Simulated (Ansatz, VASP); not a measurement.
# Si36O71 (V_O (F centre)): VASP beside Ansatz

One calculation is typed for both programs; each brings its own data sets. How far apart do they land? The cell is taken from a series of runs on this material, whose earlier steps may have relaxed, scaled, displaced or heated it; both programs get it as it stands.

Calculated with Ansatz 0.2.0; plane waves, with VASP 6.6.1 beside it; single point at PBE.

### Step 1. The starting structure

The cell holds 107 atoms: 36 Si and 71 O. Cell: a = 10.042 Å, b = 15.063 Å, c = 11.019 Å, α = 90.0°, β = 90.0°, γ = 120.0°. It derives from SiO2 (SiO2 (P3_121)). Nearest the centre at fractional (0.421, 0.529, 0.436): Si26 at 1.53 Å, Si12 at 1.57 Å, O87 at 2.51 Å, O59 at 2.61 Å, O50 at 2.63 Å, O51 at 2.66 Å, O54 at 2.66 Å, O88 at 2.67 Å.

### Step 2. VASP: single point, PBE, pair 1

A single point gives forces, pressure and levels at one fixed geometry, so differences don't come from the geometry; what else differs is listed under the comparison.

Lines of VASP's logs that name or quote its potential files are left out, and so is its time.

File INCAR:

```
SYSTEM = Si36O71
PREC = Accurate
ENCUT = 520
EDIFF = 1E-06
NELM = 200
ISMEAR = -1
SIGMA = 0.01
LREAL = Auto
ALGO = Normal
GGA = PE
NBANDS = 360
ISPIN = 2
MAGMOM = 0 0 0 0 0 0 0 0 0 0 0 0 0 0 0 0 0 0 0 0 0 0 0 0 0 0 0 0 0 0 0 0 0 0 0 0 0 0 0 0 0 0 0 0 0 0 0 0 0 0 0 0 0 0 0 0 0 0 0 0 0 0 0 0 0 0 0 0 0 0 0 0 0 0 0 0 0 0 0 0 0 0 0 0 0 0 0 0 0 0 0 0 0 0 0 0 0 0 0 0 0 0 0 0 0 0 0
LORBIT = 11
LWAVE = .FALSE.
LCHARG = .FALSE.
ISIF = 2
NUPDOWN = 0
LASPH = .TRUE.
GGA_COMPAT = .FALSE.
NCORE = 2
```

File POSCAR:

```
Si36O71
1.0
   10.0420548533      0.0000000000      0.0000000000
   -7.5315411399     13.0450119137      0.0000000000
    0.0000000000      0.0000000000     11.0189520783
Si O
36 71
Direct
    0.2395895081      0.9997492562      0.1662963973
    0.0005876896      0.1593931228      0.3329282723
[... 3 atom lines left out ...]
    0.2619789169      0.1735564328      0.4994691198
    0.2393470087      0.3338657746      0.1678264480
    0.9988511336      0.4921187200      0.3319056054
    0.2615829688      0.5080871446      0.9995092117
    0.2384043105      0.3322901536      0.6660599282
[... 1 atom line left out ...]
    0.2658127628      0.5077396994      0.4970237892
    0.2382318098      0.6668397252      0.1668264688
[... 2 atom lines left out ...]
    0.2400262276      0.6659187788      0.6663978528
[... 9 atom lines left out ...]
    0.4934679826      0.4958476370      0.3363061888
[... 2 atom lines left out ...]
    0.4996344790      0.4925043581      0.8325560325
    0.7584344760      0.5074036923      0.5010821160
    0.7373174528      0.6663415886      0.1664296358
    0.4996892189      0.8252118313      0.3336110483
[... 1 atom line left out ...]
    0.7413266222      0.6665109597      0.6671655009
[... 1 atom line left out ...]
    0.7621861248      0.8406734316      0.4996380981
[... 2 atom lines left out ...]
    0.4211672946      0.1948085555      0.4356440228
    0.1289290936      0.1390945211      0.3965678648
    0.0791095880      0.2483375652      0.2298521391
[... 5 atom lines left out ...]
    0.0796654104      0.2476479395      0.7304554209
    0.2938801981      0.2782390761      0.5665422983
    0.2098118033      0.4187427148      0.1014784622
    0.3704414368      0.3874153806      0.2727215039
    0.1279817957      0.4740332641      0.3985788767
    0.0788124210      0.5825607254      0.2306131078
    0.2924671382      0.6136039017      0.0644843142
    0.2064225154      0.4154167171      0.5988384532
    0.3715076862      0.3866938955      0.7688358252
[... 2 atom lines left out ...]
    0.0819147087      0.5817833879      0.7326513393
    0.2930895740      0.6123545581      0.5634726113
[... 1 atom line left out ...]
    0.3722499280      0.7191999301      0.2695769832
    0.4196163999      0.8619567117      0.4350334190
[... 3 atom lines left out ...]
    0.2080063370      0.7502227496      0.6013148381
    0.3748612243      0.7198251289      0.7678563715
[... 6 atom lines left out ...]
    0.9213813680      0.1957142244      0.4356650653
[... 11 atom lines left out ...]
    0.9102656183      0.5245275166      0.4300297434
    0.6183121782      0.4747509625      0.4080567113
    0.5774965468      0.5807230334      0.2277860359
[... 1 atom line left out ...]
    0.7054376937      0.4174327438      0.6022391961
[... 3 atom lines left out ...]
    0.5812090326      0.5805284337      0.7286558709
    0.7996189977      0.6140551266      0.5670041503
    0.7074820489      0.7519670986      0.1024458498
    0.8699047034      0.7187571589      0.2697621334
    0.9206220922      0.8627359993      0.4338422248
    0.6259283279      0.8034767990      0.3988062403
[... 2 atom lines left out ...]
    0.7095595231      0.7505418516      0.6009560553
[... 4 atom lines left out ...]
    0.7931347435      0.9461518249      0.5644681693
```

File KPOINTS:

```
Automatic mesh
0
Gamma
1 1 1
0 0 0
```

The projector-augmented-wave data sets are Si and O (PBE family, release 64).

The run is started by

```console
> mpirun -np 8 vasp_gam
```

Numbers of over 12 decimals in the logs are rounded to 6 here.

Output:

```text
[banner, memory and clock lines left out]
running    8 mpi-ranks, on    1 nodes
[...]
LDA part: xc-table for (Slater+PW92), standard interpolation
 POSCAR, INCAR and KPOINTS ok, starting setup
[...]
entering main loop
       N       E                     dE             d eps       ncg     rms          rms(c)
DAV:   1     0.525533988016E+04    0.52553E+04   -0.33917E+05  1480   0.155E+03
DAV:   2    -0.491461698948E+03   -0.57468E+04   -0.55845E+04  1760   0.378E+02
DAV:   3    -0.945910996387E+03   -0.45445E+03   -0.45191E+03  1696   0.113E+02
DAV:   4    -0.955019677281E+03   -0.91087E+01   -0.90692E+01  1736   0.173E+01
[...]
DAV:  15    -0.842890304268E+03   -0.20953E-04   -0.14416E-05  1648   0.955E-03    0.115E-02
DAV:  16    -0.842890307829E+03   -0.35610E-05   -0.60326E-06  1552   0.599E-03    0.269E-03
DAV:  17    -0.842890307815E+03    0.13213E-07   -0.11712E-06  1136   0.275E-03
   1 F= -.84289031E+03 E0= -.84289031E+03  d E =-.414836E-13  mag=    -0.0000
```

From OUTCAR (step 2):

```text
  Total       -0.2713350      5.1647681      2.8915676      0.2215870      1.1022117      3.4744968
  in kB       -0.3011681      5.7326317      3.2094940      0.2459504      1.2233994      3.8565160
  external PRESSURE =       2.8803192 kB  Pullay stress =       0.0000000 kB

 POSITION                                       TOTAL-FORCE (eV/Angst)
 -----------------------------------------------------------------------------------
     -5.12368     13.04174      1.83241        -0.010162      0.012855     -0.003619
     -1.19457      2.07929      3.66852         0.015187      0.007924     -0.006783
      1.32237      2.28105      0.01445         0.019414      0.039811      0.003280
     -5.13938     13.03061      7.34179        -0.005175     -0.001709      0.031311
[...]
total drift:                               -0.000690     -0.010654     -0.025944

  FREE ENERGIE OF THE ION-ELECTRON SYSTEM (eV)
  ---------------------------------------------------
  free  energy   TOTEN  =      -842.8903078155 eV

  energy  without entropy=     -842.8903078155  energy(sigma->0) =     -842.89030782

 magnetization (x)
# of ion       s       p       d       tot
------------------------------------------
    1       -0.000  -0.000   0.000  -0.000
    2        0.000  -0.000   0.000  -0.000
    3       -0.000  -0.000   0.000  -0.000
    4        0.000  -0.000   0.000  -0.000
    5        0.000  -0.000   0.000   0.000
    6       -0.000  -0.000   0.000  -0.000
    7        0.000   0.000   0.000   0.000
    8        0.000  -0.000   0.000   0.000
    9        0.000  -0.000   0.000   0.000
   10       -0.000  -0.000   0.000  -0.000
   11       -0.000  -0.000   0.000  -0.000
   12       -0.000  -0.000   0.000  -0.000
   13       -0.000  -0.000   0.000  -0.000
[...]
--------------------------------------------------
tot          0.000   0.000   0.000   0.000

[... 3 further parts left out ...]
[key lines of the parts left out:]
E-fermi :   2.2473
```

The run ends at a pressure of 0.29 GPa, with forces up to 2.0 eV/Å.

### Step 3. Ansatz: single point, PBE, pair 1

Ansatz runs on its default PAW (the set named soft_2) files.

The same cell, functional, mesh and smearing now go to Ansatz.

File input.yaml:

```yaml
crystal:
  lattice:
    - [10.04205485, 0.0, 0.0]
    - [-7.53154114, 13.04501191, 0.0]
    - [0.0, 0.0, 11.01895208]
  atoms:
    - { symbol: Si, position: [0.23958950809, -0.00025074384, 0.16629639725] }
    - { symbol: Si, position: [0.00058768964, 0.15939312284, 0.33292827228] }
[... 3 atom lines left out ...]
    - { symbol: O, position: [0.42116729455, 0.19480855546, 0.43564402278] }
    - { symbol: O, position: [0.12892909355, 0.13909452115, 0.39656786484] }
    - { symbol: O, position: [0.07910958801, 0.24833756522, 0.2298521391] }
    - { symbol: O, position: [0.29577562832, 0.28058365346, 0.06707670819] }
    - { symbol: Si, position: [0.23738645763, -0.00110410641, 0.6662875409] }
[... 1 atom line left out ...]
    - { symbol: Si, position: [0.26197891689, 0.17355643284, 0.49946911981] }
    - { symbol: O, position: [0.20565000584, 0.08260768957, 0.59990258603] }
[... 2 atom lines left out ...]
    - { symbol: O, position: [0.12871251841, 0.13952083422, 0.89919308058] }
[... 9 atom lines left out ...]
    - { symbol: O, position: [0.29246713819, 0.61360390174, 0.06448431424] }
[... 2 atom lines left out ...]
    - { symbol: Si, position: [0.26581276284, 0.50773969935, 0.49702378916] }
    - { symbol: O, position: [0.20642251535, 0.41541671713, 0.5988384532] }
    - { symbol: O, position: [0.37150768617, 0.38669389552, 0.76883582518] }
    - { symbol: O, position: [0.41968117248, 0.53040317191, 0.93280893461] }
[... 1 atom line left out ...]
    - { symbol: O, position: [0.08191470867, 0.58178338787, 0.73265133929] }
[... 1 atom line left out ...]
    - { symbol: Si, position: [0.23823180982, 0.66683972523, 0.16682646883] }
[... 2 atom lines left out ...]
    - { symbol: O, position: [0.20873176662, 0.7526971924, 0.10291870315] }
    - { symbol: O, position: [0.37224992801, 0.71919993013, 0.26957698323] }
    - { symbol: O, position: [0.4196163999, 0.86195671172, 0.43503341901] }
[... 5 atom lines left out ...]
    - { symbol: Si, position: [0.26074764275, 0.83973050669, 0.50003870726] }
    - { symbol: O, position: [0.208006337, 0.7502227496, 0.60131483812] }
    - { symbol: O, position: [0.37486122432, 0.71982512889, 0.76785637146] }
    - { symbol: O, position: [0.42137749322, 0.8612034668, 0.93553678274] }
    - { symbol: O, position: [0.12896832795, 0.80524665145, 0.89743617956] }
    - { symbol: O, position: [0.07861314291, 0.91445823292, 0.73100975107] }
    - { symbol: O, position: [0.29179437678, 0.94472420542, 0.56559691702] }
    - { symbol: Si, position: [0.7387676351, -5.552266e-05, 0.16695756424] }
    - { symbol: Si, position: [0.50120236046, 0.15877411236, 0.33330179804] }
[... 2 atom lines left out ...]
    - { symbol: O, position: [0.87267583209, 0.05321276794, 0.26940810783] }
    - { symbol: O, position: [0.92138136801, 0.19571422436, 0.43566506526] }
[... 1 atom line left out ...]
    - { symbol: O, position: [0.58175015659, 0.24873961654, 0.23160306957] }
    - { symbol: O, position: [0.79061895827, 0.27929752796, 0.06185829352] }
[... 3 atom lines left out ...]
    - { symbol: O, position: [0.70956182305, 0.08539792967, 0.60287325258] }
    - { symbol: O, position: [0.87425783073, 0.05246414411, 0.76927995706] }
[... 6 atom lines left out ...]
    - { symbol: Si, position: [0.76107001425, 0.50783386022, 0.00033397318] }
[... 11 atom lines left out ...]
    - { symbol: O, position: [0.91854203771, 0.5278215316, 0.93534434929] }
    - { symbol: O, position: [0.62570125846, 0.4713719564, 0.89890245262] }
    - { symbol: O, position: [0.58120903259, 0.58052843371, 0.72865587091] }
[... 1 atom line left out ...]
    - { symbol: Si, position: [0.7373174528, 0.66634158862, 0.16642963578] }
[... 3 atom lines left out ...]
    - { symbol: O, position: [0.86990470344, 0.71875715891, 0.26976213339] }
    - { symbol: O, position: [0.92062209219, 0.86273599934, 0.43384222477] }
    - { symbol: O, position: [0.6259283279, 0.80347679896, 0.39880624035] }
    - { symbol: O, position: [0.58043637334, 0.91435247926, 0.2311503336] }
    - { symbol: O, position: [0.79329123118, 0.94713118832, 0.06426832174] }
    - { symbol: Si, position: [0.7413266222, 0.66651095965, 0.66716550091] }
[... 2 atom lines left out ...]
    - { symbol: O, position: [0.70955952307, 0.75054185163, 0.60095605528] }
[... 4 atom lines left out ...]
    - { symbol: O, position: [0.79313474353, 0.94615182495, 0.56446816934] }
  host:
    repeats: [2, 3, 2]
    atoms:
      - { symbol: Si, position: [0.47658733, 0.0, 0.33333333] }
      - { symbol: Si, position: [0.0, 0.47658733, 0.66666667] }
      # ... 7 more atoms of the perfect host
basis:
  ecutwfc: 420
  xc_grid: 2
hamiltonian:
  xc: pbe
kpoints:
  mp_grid: { grid: [1, 1, 1] }
magnetization:
  spin_polarized: true
  initial_magnetization: 0
  spin_locking: { lock_magnetization: hard }
scf:
  occupations: { method: fermi_dirac, width: 0.01 }
  max_iter: 100
  n_extra_bands: 16
  lower_state_search: "off"
output:
  forces: true
checkpoint:
  read: "../exc.ground.q0.run"
  write: "../exc0_q0.ground.l0.5.run"
  compress: false
  write_wavefunctions: false
  write_every: 100000
```

The run is started by

```console
> ansatz run input.yaml --threads 8 --pin off --max-ram 14131MiB --backend cpu --events-out ev --progress --plain --runs-dir out
```

Output:

```text
Warning: checkpoint.read: the run can stay near the saved state's solution: 107 site(s) moved relative to the saved geometry (max |Δs| = 2.416e-2 fractional); the SCF starts from the saved state under `checkpoint.density_extrapolation: transplant`, in force with no word given; its orbitals are not used off its sites. A run without `checkpoint.read` takes nothing of the state. A lower free energy from it at the same positions (and U, V and field ramp, if any) shows a solution that this start missed, and an equal or higher one rules none out (checkpoint.read, Limitations, in the input reference)
scf.n_extra_bands = 16 over 285 filled bands (N_el = 570.0): the run solves 301 bands
Engine: ansatz 0.2.0, aarch64-unknown-linux-gnu
Pseudopotentials: kind: paw
Pseudopotential: Si, paw, valence charge 4, recommended cutoff 420 eV (normal), Si.paw.azcp
Pseudopotential: O, paw, valence charge 6, recommended cutoff 420 eV (normal), O.paw.azcp
Functional definition: PBE
  parameter kappa = 0.804
  parameter beta = 0.066725
  exchange = pbe_x(kappa = kappa, mu = beta*pi^2/3)
  correlation = pbe_c(beta = beta)
Crystal: 107 atoms, lattice volume = 1443.469 Å³
Basis set: ecut = 420 eV, 28209 PW (Γ), exchange–correlation on 144×216×150 points (8 copies of the dense FFT grid, shifted against one another)
Bands: 301, of which v1, the nominal top of the filled ones, is band 285 counted from 1 (284 counted from 0)
Symmetry: 1 space group operations
Space group: P1 (ITA 1), of the structure as read, at distance tolerance 1.1e-4 Å
k-points: 1
Non-local potential: Si, projectors of the file, l = 0: 2, l = 1: 2, l = 2: 2
Non-local potential: O, projectors of the file, l = 0: 2, l = 1: 2, l = 2: 1
PAW form: soft (Blöchl's): semilocal exchange-correlation on the pseudo side does not see the compensation charge
PAW one-centre angular grid: Si, 110 points (default); XC on 64 Gauss nodes
PAW one-centre angular grid: O, 110 points (default); XC on 64 Gauss nodes
Initial density: read from a saved state, or passed on in memory by an earlier SCF of this step, an earlier step, the calling program or the single point that the run made first, carried with its atoms to this geometry
Initial wavefunctions: pseudopotential atomic-orbital guess
Functional: x = pbe(κ = 0.804, μ = 0.219515), c = pbe(β = 0.066725)
iter 1 solved again at ethr=4.66e-4 eV; its pass at ethr=3.10e-3 eV (dr2=2.66e0 eV) is discarded
SCF iter   1: F=—  HF=-63296.331959 eV  |F-HF|=—  |Δ(HF+E_count)|=         —  Δρ=8.26e-3 (↑8.26e-3 ↓8.26e-3)  dr2=2.66e0  dr2_m=0.00e0  M=0.000 μB ∫|m|=0.000 μB  β_m=0.30  ethr=4.66e-4  ⟨swp⟩=2.0  Hψ=1922  notcnv=0
preconditioner: auto → Resta (q_TF=auto, 2.337 Å⁻¹)  ε∞=3.6  [insulator: Δε(μ)=4.266 eV  Ē_g=14.381 eV  σ=0.010 eV  W_gap=1.00  n_scr=306 (ndim 8)  ℏωp=23.3 eV  f_vac=0.149  D(μ)=0.00/eV (n_scr^D=0)  ε∞_Penn≈3.6]
spin=Collinear: Resta preconditioning applied to the charge; magnetization (m = ρ↑ − ρ↓) channel mixes plain (no charge-response kernel on spin).
SCF iter   2: F=—  HF=-63295.976968 eV  |F-HF|=—  |Δ(HF+E_count)|=   3.55e-1  Δρ=5.80e-3 (↑5.80e-3 ↓5.80e-3)  dr2=1.26e0  dr2_m=0.00e0  M=0.000 μB ∫|m|=0.000 μB  β_m=0.61  ethr=4.66e-4  ⟨swp⟩=2.0  Hψ=460  notcnv=0
SCF iter   3: F=—  HF=-63295.770649 eV  |F-HF|=—  |Δ(HF+E_count)|=   2.06e-1  Δρ=1.29e-3 (↑1.29e-3 ↓1.29e-3)  dr2=6.56e-2  dr2_m=0.00e0  M=0.000 μB ∫|m|=0.000 μB  β_m=0.59  ethr=2.21e-4  ⟨swp⟩=3.0  Hψ=586  notcnv=0
SCF iter   4: F=—  HF=-63295.769012 eV  |F-HF|=—  |Δ(HF+E_count)|=   1.64e-3  Δρ=3.71e-4 (↑3.71e-4 ↓3.71e-4)  dr2=5.28e-3  dr2_m=0.00e0  M=0.000 μB ∫|m|=0.000 μB  β_m=0.77  ethr=1.15e-5  ⟨swp⟩=3.0  Hψ=663  notcnv=0  defer=11
SCF iter   5: F=—  HF=-63295.772098 eV  |F-HF|=—  |Δ(HF+E_count)|=   3.09e-3  Δρ=1.00e-4 (↑1.00e-4 ↓1.00e-4)  dr2=5.36e-4  dr2_m=0.00e0  M=0.000 μB ∫|m|=0.000 μB  β_m=0.76  ethr=9.26e-7  ⟨swp⟩=2.0  Hψ=506  notcnv=0  defer=11
SCF iter   6: F=—  HF=-63295.772311 eV  |F-HF|=—  |Δ(HF+E_count)|=   2.13e-4  Δρ=4.56e-5 (↑4.56e-5 ↓4.56e-5)  dr2=1.07e-4  dr2_m=0.00e0  M=0.000 μB ∫|m|=0.000 μB  β_m=0.77  ethr=9.40e-8  ⟨swp⟩=2.0  Hψ=577  notcnv=0  defer=11
SCF iter   7: F=—  HF=-63295.772353 eV  |F-HF|=—  |Δ(HF+E_count)|=   4.28e-5  Δρ=1.08e-5 (↑1.08e-5 ↓1.08e-5)  dr2=9.87e-6  dr2_m=0.00e0  M=0.000 μB ∫|m|=0.000 μB  β_m=0.83  ethr=1.87e-8  ⟨swp⟩=2.0  Hψ=572  notcnv=0  defer=11
SCF iter   8: F=—  HF=-63295.772220 eV  |F-HF|=—  |Δ(HF+E_count)|=   1.33e-4  Δρ=4.92e-6 (↑4.92e-6 ↓4.92e-6)  dr2=1.47e-6  dr2_m=0.00e0  M=0.000 μB ∫|m|=0.000 μB  β_m=0.84  ethr=1.73e-9  ⟨swp⟩=3.0  Hψ=506  notcnv=0  defer=11
SCF iter   9: F=—  HF=-63295.772221 eV  |F-HF|=—  |Δ(HF+E_count)|=   9.34e-7  Δρ=2.63e-6 (↑2.63e-6 ↓2.63e-6)  dr2=3.31e-7  dr2_m=0.00e0  M=0.000 μB ∫|m|=0.000 μB  β_m=0.79  ethr=2.58e-10  ⟨swp⟩=2.0  Hψ=572  notcnv=0  defer=11
[...]
Free energy (F): -63295.772221 eV
Harris-Foulkes:  -63295.772221 eV  (|F-HF|=2.25e-8)
Internal energy: -63295.772221 eV  (E = F + TS)
E sigma→0 (E₀):  -63295.772221 eV
Fermi energy:    5.438002 (↑ 5.438002, ↓ 5.438002) eV
--- Per-component energies (eV) ---
  E_band       = -2739.738673
  E_kinetic    = 14268.927339
  E_local      = -36587.204095  (includes V_loc(G=0)·N_el)
  E_nonlocal   = 4266.164548
  E_hartree    = 13224.675745
  E_xc         = -7265.060760
  E_vxc        = -8422.231097  (∫ρ·V_xc dr)
  E_paw        = -29760.473808  (= ΣΔE_a)
  E_vpaw       = -2714.936562  (= ΣTr[D̂ρ^β])
  E_aug_tail   = 0.184657  (compensation charges beyond the density's cutoff)
  E_ewald      = -21442.985848
  E_smearing   = -0.000000  (= −TS)
  E_closure    = -0.000000  (closes the sum)
  Σ components = -63295.772221   (vs F -63295.772221, Δ=0.00e0)
--- Forces (eV/Å), atoms counted from 1 ---
  atom   1  Si     0.00055018     0.01355649    -0.00516982
  atom   2  Si     0.00673566     0.01677969    -0.00615887
  atom   3  Si     0.01505969     0.02796423     0.00264213
  atom   4  O      0.00452176    -0.03512085     0.02396258
  atom   5  O     -0.00065040    -0.01027364     0.00270657
  atom   6  O      0.00689279    -0.00203599    -0.00009460
  atom   7  O     -0.01527398    -0.01443165    -0.02300686
  atom   8  O     -0.01284374    -0.01532881     0.00564499
  atom   9  O      0.02205229    -0.01403051    -0.02718618
  atom  10  Si     0.00180788    -0.00200841     0.03210853
  atom  11  Si     0.00811522     0.01174417    -0.01045436
  atom  12  Si     0.01895022     0.01090290    -0.00441342
  atom  13  O     -0.04266706     0.02745296    -0.00681484
  atom  14  O      0.01321611    -0.00990829     0.01913623
  atom  15  O     -0.00270291     0.00584143     0.01163765
  atom  16  O     -0.01196274    -0.01879879    -0.03089008
  atom  17  O     -0.05075455    -0.03546496     0.04531342
  atom  18  O      0.08554288    -0.03454086    -0.10158202
  atom  19  Si     0.01568584     0.00417248     0.01908171
  atom  20  Si     0.11485020     0.02087929     0.00530851
  atom  21  Si    -0.00275566    -0.01104217     0.03343512
  atom  22  O     -0.02177143     0.01340361     0.00367786
  atom  23  O      0.03664272    -0.15768487    -0.19496087
  atom  24  O     -0.35242498    -0.09435040    -0.24123954
[...]
atom 100  Si     0.01229292     0.03003896     0.02034179
  atom 101  Si    -0.00942825     0.00947473     0.00395134
  atom 102  O     -0.02264972     0.02619136    -0.01692747
  atom 103  O      0.03163706    -0.00889826     0.01989947
  atom 104  O      0.00720176     0.01491994     0.01029242
  atom 105  O     -0.02028585    -0.00746769    -0.02200885
  atom 106  O     -0.01088742    -0.01693422     0.00378534
  atom 107  O      0.00422480    -0.00584911    -0.00467296
  max |Σ_I F_I| component: 1.57e-5 eV/Å
```

Reading the cycles: dr2 is the Hartree energy of the density residual (eV), the measure of convergence; HF is the Harris–Foulkes estimate of the energy, which meets the free energy F at convergence.

(Part 1 of 2 ends here.)

[Lines on the potential files, build, host, timing and source positions are cut from VASP's logs without a mark.]

[Logs are printed without paths, hosts, clocks, repeated set-up lines and the standing remarks that a program may print on its own settings, such as how far it seeks lower states.]

[Hosts, paths, dates, database ids (printed as entryN), source tags and the programs' standing remarks are cut or masked in the printed files.]
